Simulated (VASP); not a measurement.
A run of VASP 6.6.1:

The input INCAR:

```
SYSTEM = Pt
ALGO     = Normal         ! electronic algorithm
EDIFF    = 1E-7           ! SCF threshold, eV
EDIFFG   = -0.002         ! ionic threshold
ENCUT    = 520            ! plane-wave cutoff, eV
IBRION   = 2              ! ionic algorithm
ISIF     = 3              ! what is computed and relaxed
ISMEAR   = 0              ! smearing method
LASPH    = .TRUE.         ! aspherical terms in the spheres
LCHARG   = .FALSE.        ! write CHGCAR
LMIXTAU  = .TRUE.       
LREAL    = .FALSE.        ! projectors in reciprocal space
LWAVE    = .FALSE.        ! write WAVECAR
METAGGA  = R2SCAN         ! meta-GGA
NELM     = 100            ! most SCF steps
NSW      = 80             ! ionic steps
PREC     = Accurate       ! precision mode
SIGMA    = 0.1            ! smearing width, eV
```

Contents of KPOINTS:

```
k-points
0
G
  18 18 18
  0 0 0
```

POSCAR

```
Pt                                      
1.0
    0.0000000000      1.9717224245      1.9717224245
    1.9717224245      0.0000000000      1.9717224245
    1.9717224245      1.9717224245      0.0000000000
  Pt            
     1
Direct
     0.0000000000000000    0.0000000000000000    0.0000000000000000
```

Potentials or basis: VASP PAW PBE potentials, release 64 (Pt).

Command:

```console
$ cat potpaw_PBE.64/Pt/POTCAR > POTCAR
$ mpirun -np 1 vasp_std > vasp.out
```

Hardware: 1 thread of AMD EPYC 9R45 96-Core Processor (Zen 5), with other jobs on the host.

Q: How long does it take, and how much memory?

A: It took 100 s on 1 thread of AMD EPYC 9R45 96-Core Processor (Zen 5) (shared host), peak memory 0.14 GiB. Counts: scf iterations 17, k points 195, ion steps 1.
